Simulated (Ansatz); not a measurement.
## How far PBE and r2SCAN part for CsPbI3, isotropic strain −2.87 %

Take CsPbI₃ in the cubic perovskite structure (space group Pm-3m, No. 221; a = 6.390 Å) as the base.

(Cell as relaxed with PBE.)

Levels (all Ansatz, an electronic-structure program, PAW): PBE (420 eV, spin-orbit coupling left out); r2SCAN (500 eV, scalar-relativistic without spin-orbit coupling).

Each level relaxes its own structure.

| base | PBE | r2SCAN |
|---|---|---|
| volume per atom | 52.20 Å³ | 50.79 Å³ |
| lattice parameter a | 6.390 Å | 6.333 Å |
| band gap | 1.48 eV | 1.70 eV |

The change: the cell is scaled by 0.9713 in all directions; the atoms relax in the strained cell.

| quantity | PBE | r2SCAN |
|---|---|---|
| band gap | 1.20 eV | ___ |
| energy relative to the base (free energy F) | +20 meV/atom | ___ |
| electron mass (degenerate bands, along [100]) | 0.058, 0.69, 0.69 mₑ (at R) | ___ |
| pressure | 15.7 kbar | ___ |
| shift of the gap caused by the change | -0.28 eV | ___ |

### Question
Predict the r2SCAN column.

### Answer

- band gap, r2SCAN: 1.38 eV
- energy relative to the base (free energy F), r2SCAN: +22 meV/atom
- electron mass (degenerate bands, along [100]), r2SCAN: 0.058, 0.71, 0.71 mₑ (at R)
- pressure, r2SCAN: 17.8 kbar
- shift of the gap caused by the change, r2SCAN: -0.33 eV

PBE's band gap lies 0.174 eV below r2SCAN's; PBE's energy relative to the base lies 2.0 meV/atom below r2SCAN's; PBE's pressure lies 2.1 kbar below r2SCAN's; PBE's shift of the gap caused by the change lies 0.05 eV above r2SCAN's. Neither level is exact; r2SCAN is the comparison here, not a measurement.

Spin-orbit coupling, missing from the scalar runs, can matter with I and Pb. Masses are band curvatures over ±0.01 Å⁻¹ around the edge. No phonon test of stability was made. Many cubic perovskites are stable only at high temperature; tilts and polar distortions were not tested. This is not the structure that CsPbI3 has at room temperature and ambient pressure.
